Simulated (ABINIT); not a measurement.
Runs of ABINIT 10.8.3 (patched build) on HgTe (Coloradoite). It takes space group F-43m (No. 216, cubic). The conventional cell has a = 6.429 Å, b = 6.429 Å, c = 6.429 Å, α = 90.00°, β = 90.00°, γ = 90.00°. Hg (site symmetry -43m) has 4 Te at 2.78 Å as nearest neighbours. Te (site symmetry -43m) has 4 Hg at 2.78 Å as nearest neighbours. 

| task | level | potentials or basis | k mesh | cutoff (eV) | fine-grid cutoff | mesh quality | gap on the mesh (eV) | pressure (GPa) | V0 of scaled cells (Å³/atom) | B0 (GPa) |
| --- | --- | --- | --- | --- | --- | --- | --- | --- | --- | --- |
| equation of state | LDA | JTH PAW LDA v2.0 | 7 × 7 × 7 | 408 | 816.342 eV | not flagged | - | - | (b) | 47 |
| equation of state | LDA-VWN | JTH PAW LDA v2.0 | 7 × 7 × 7 | 544 | 1088.46 eV | not flagged | - | - | 33.49 | 48 |
| single point | LDA | JTH PAW LDA v2.0 | 3 × 3 × 3 | 544 | 1088.46 eV | coarse | none | 1.8 | - | - |
| single point | r2SCAN | JTH PAW PBE v2.0 | 3 × 3 × 3 | 653 | 1251.72 eV | coarse | none | 4.9 | - | - |
| single point | r2SCAN | JTH PAW PBE v2.0 | 6 × 6 × 6 | 653 | 1251.72 eV | not flagged | none | (c) | - | - |
| band structure | RPBE | JTH PAW PBE v2.0 | 7 × 7 × 7 | 544 | 1088.46 eV | not flagged | none | 6.5 | - | - |
| single point | PBE | PseudoDojo NC SR PBE v0.4.1 standard | 5 × 5 × 5 | 925 | - | not flagged | none | (a) | - | - |

Alike in all rows: no spin polarisation; cell as given; smearing fermi-dirac 0.05 eV.

**Question.** Estimate the missing entries.

**Answer.** (a) 4.5; (b) 33.53; (c) 3.5.

Caveats: some runs use coarse meshes; the PAW data sets were made with another functional, which shifts forces and pressure a little (some runs); pressures at fixed basis lie under the slope of the energies (some runs); spin-orbit coupling is left out, which moves the levels of the heavy elements (some runs).

A k mesh can miss the band edges, and the runs leave out spin-orbit coupling on Hg, Te.

A gap of «none» marks a metal or a gap under the smearing width.

The runs don't all hold the same shells in valence.
